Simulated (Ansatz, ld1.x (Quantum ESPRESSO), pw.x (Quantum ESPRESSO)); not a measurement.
**From atom to crystal: PAW potential for Sr (Z = 38)**

ld1.x (Quantum ESPRESSO) 7.5 input, shortened:

```
&input
   title='Sr', zed=38., rel=1, dft='PBE', iswitch=3,
   config='[Kr] 4d0 5s2 5p0'
 /
 &inputp
   pseudotype=3, lpaw=.true., tm=.true., lloc=-2, rcloc=2.25,
   nlcc=.true., new_core_ps=.true., rcore=2.20,
   which_augfun='BESSEL', rmatch_augfun=1.90
 /
6
4S  1  0   2.00   0.00  1.85  2.25  0.0
5S  2  0   2.00   0.00  1.85  2.25  0.0
4P  2  1   6.00   0.00  2.10  2.50  0.0
5P  3  1   0.00   0.00  2.10  2.50  0.0
4D  3  2   0.00   0.00  3.20  3.85  0.0
4D  3  2   0.00   1.45  3.20  3.85  0.0
 &test
   configts(1)='4s2 4p6 4d0 5s2 5p0'
 /
```

Atomic tests: cutoffs needed: 15 Ry and 21 Ry (the cutoffs (Ry, on a coarse ladder) from which the occupation-weighted sum of valence levels, in a spherical-Bessel basis at the reference potential, stays within 10 and 1 mRy of its value at 400 Ry); ghost test: no extra level below or beside the all-electron valence levels (s, p, d, f tested) (spherical-Bessel basis up to 400 Ry, 20 bohr box); largest excitation error: -14 meV (all-electron minus pseudo) for 4s2 4p5 4d0 5s2 5p0, out of 7 test configurations.

Crystal test: bcc Sr in pw.x 7.5, no spin, 10³ k-points, Fermi–Dirac smearing 0.01 Ry, cutoffs 40/320 Ry. The reference is all-electron LAPW (Ansatz 0.2.0) with the same functional, mesh and smearing; V0 and B0 come from Birch–Murnaghan fits to the pressures at five volumes. Errors are pseudo minus all-electron; Δ is the rms difference of the E(V) curves that follow from these fits, minima aligned, over ±6 % about the mean V0. Mesh and smearing are coarse, so the numbers serve the comparison and aren't converged zero-temperature values; the lattice is a test structure that the element need not adopt.

All-electron: a0 = 4.780 Å (V0 = 54.61 Å³/atom), B0 = 11.4 GPa.

**Question.** How far does the potential miss the all-electron equation of state?

**Answer.** mean pressure error (GPa): -0.05; a0 (Å): 4.774; a0 error (%): -0.13; B0 error (%): -0.2; Δ (meV/atom): 0.5.

| V (Å³/atom) | P all-electron (GPa) | P pseudo (GPa) |
| --- | --- | --- |
| 51.857 | 0.64 | 0.59 |
| 53.221 | 0.31 | 0.26 |
| 54.586 | 0.01 | -0.03 |
| 55.951 | -0.27 | -0.31 |
| 57.315 | -0.51 | -0.55 |

**Question.** At the middle volume, how do free energy and pressure move when the wave cutoff is lowered (ecutrho held at 320 Ry)?

**Answer.**

```tsv
cutoff (Ry)	shift of F (meV/atom)	shift of P (GPa)
18	+47.5	-0.61
24	+5.5	-0.03
32	+2.3	-0.04
```

Input at the middle volume:

```
&control
  calculation='scf', prefix='x', pseudo_dir='./', outdir='./tmp', tstress=.true., disk_io='low'
/
&system
  ibrav=0, nat=1, ntyp=1, ecutwfc=40, ecutrho=320, nbnd=12,
  occupations='smearing', smearing='fd', degauss=0.01
/
&electrons
  conv_thr=1e-09, mixing_beta=0.4, electron_maxstep=70
/
ATOMIC_SPECIES
Sr 1.0 Sr.UPF
CELL_PARAMETERS angstrom
  -2.38968373 2.38968373 2.38968373
  2.38968373 -2.38968373 2.38968373
  2.38968373 2.38968373 -2.38968373
ATOMIC_POSITIONS crystal
Sr 0.0000 0.0000 0.0000
K_POINTS automatic
10 10 10 0 0 0
```

```bash
pw.x < Sr.scf.in > Sr.scf.out
```

Lines of the output:

```
Message from routine setup:
     using ibrav=0 with symmetry is DISCOURAGED, use correct ibrav instead
     lattice parameter (alat)  =       7.8217  a.u.
     unit-cell volume          =     368.3646 (a.u.)^3
     number of electrons       =        10.00
     number of Kohn-Sham states=           12
     kinetic-energy cutoff     =      40.0000  Ry
     charge density cutoff     =     320.0000  Ry
     scf convergence threshold =      1.0E-09
     Exchange-correlation= SLA  PW   PBX  PBC
     number of k points=    47  Fermi-Dirac smearing, width (Ry)=  0.0100
     iteration #  1     ecut=    40.00 Ry     beta= 0.40
     total energy              =    -260.25142362 Ry
     estimated scf accuracy    <       0.00325857 Ry
     iteration #  2     ecut=    40.00 Ry     beta= 0.40
     total energy              =    -260.25190733 Ry
     estimated scf accuracy    <       0.00111701 Ry
     iteration #  3     ecut=    40.00 Ry     beta= 0.40
     total energy              =    -260.25202294 Ry
     estimated scf accuracy    <       0.00003204 Ry
     iteration #  4     ecut=    40.00 Ry     beta= 0.40
     total energy              =    -260.25205716 Ry
     estimated scf accuracy    <       0.00000173 Ry
     iteration #  5     ecut=    40.00 Ry     beta= 0.40
     total energy              =    -260.25206195 Ry
     estimated scf accuracy    <       0.00000286 Ry
     iteration #  6     ecut=    40.00 Ry     beta= 0.40
     total energy              =    -260.25206172 Ry
     estimated scf accuracy    <       0.00000099 Ry
     iteration #  7     ecut=    40.00 Ry     beta= 0.40
     the Fermi energy is     4.9670 ev
!    total energy              =    -260.25206177 Ry
     estimated scf accuracy    <          7.3E-10 Ry
     smearing contrib. (-TS)   =      -0.00605825 Ry
     convergence has been achieved in   7 iterations
          total   stress  (Ry/bohr**3)                   (kbar)     P=       -0.34
```

The run at the middle volume (47 k-points, 7 iterations) took about 12 s on one core of a shared host (Neoverse-V2, 96 threads, 742 GiB, load 51).
